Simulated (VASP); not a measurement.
Set up this calculation in VASP 6.6.1, as the native input.

- Task: single point
- Functional: PBE
- Dispersion: D3(BJ)
- Potentials or basis: VASP PAW PBE potentials, release 64 (O, H, Li_sv)
- Cutoff: 520 eV
- k mesh: 1 × 1 × 1
- Occupations: fermi-dirac, width 0.02 eV
- Spin: no spin polarisation
- Dipole correction: no
- Further INCAR settings: LREAL = Auto; ALGO = Normal; EDIFF = 1e-07; NBANDS = 45

The structure of LiH13O7 lies in POSCAR:

```
LiH13O7
1.0
    5.8635890000      0.0000000000      0.0000000000
    0.0000000000      5.8635890000      0.0000000000
    0.0000000000      0.0000000000      5.8635890000
O H Li
7 13 1
Direct
    0.1154241882      1.0523247792     -0.2101102243
    0.6774860926      0.1216490446      0.5518463180
    0.3520710609      0.7430261568      0.4828442103
    0.9476107551      0.3545268947      0.1821239517
    0.8803993595      0.6365384750      0.7116972216
    0.6281818183      0.8737140342      0.1699300548
    0.4818550550      0.2843139245     -0.0477011605
    0.3287235855      1.3274122726     -0.0949077434
   -0.0342964011      1.0734381281     -0.1518353350
    0.5999397297      0.1578384842      0.6921187689
    0.6695046327      0.0005798496      0.4498609981
    0.3079172159      0.8635666654      0.5949768990
    0.3933938753      0.6061645862      0.5672464424
    0.9304369730      0.5151793552      0.2377042456
    0.8025119087      0.3002597897      0.1868309665
    0.9471502863      0.7776295371      0.7301841927
    0.9337114180      0.5251391255      0.8275307154
    0.5584975345      0.9867506062      0.0959139530
    0.4861186553      0.8020002766      0.2593803897
    0.5656944919      0.4290716829     -0.0096698456
   -0.0057814420      0.1059248866      0.5166289793
```

The cell was built by a generator and needn't be a form met in nature.

These files were run (other wordings do the same):

INCAR

```
SYSTEM = LiH13O7
ALGO     = Normal         ! electronic algorithm
EDIFF    = 1E-7           ! SCF threshold, eV
ENCUT    = 520            ! plane-wave cutoff, eV
GGA      = PE             ! functional
ISIF     = 2              ! what is computed and relaxed
ISMEAR   = -1             ! smearing method
IVDW     = 12             ! dispersion correction
LASPH    = .TRUE.         ! aspherical terms in the spheres
LCHARG   = .FALSE.        ! write CHGCAR
LREAL    = Auto         
LWAVE    = .FALSE.        ! write WAVECAR
NBANDS   = 45             ! bands
NELM     = 80             ! most SCF steps
PREC     = Accurate       ! precision mode
SIGMA    = 0.02           ! smearing width, eV
```

KPOINTS

```
k-points
0
G
  1 1 1
  0 0 0
```

Potentials or basis: VASP PAW PBE potentials, release 64 (O, H, Li_sv).

The run is started by

```bash
$ cat potpaw_PBE.64/O/POTCAR potpaw_PBE.64/H/POTCAR potpaw_PBE.64/Li_sv/POTCAR > POTCAR
$ mpirun -np 1 vasp_gam > vasp.out
```

Results of the run:

```yaml
Largest_force: 6.326 eV/Å
Band_gap_on_the_k_mesh: 3.25 eV, direct
Dispersion_energy_per_atom: -0.042 eV
```

Run time: 23 s on 1 thread of Intel(R) Xeon(R) Platinum 8488C (Sapphire Rapids), with other jobs on the host, peak memory 0.3 GiB.
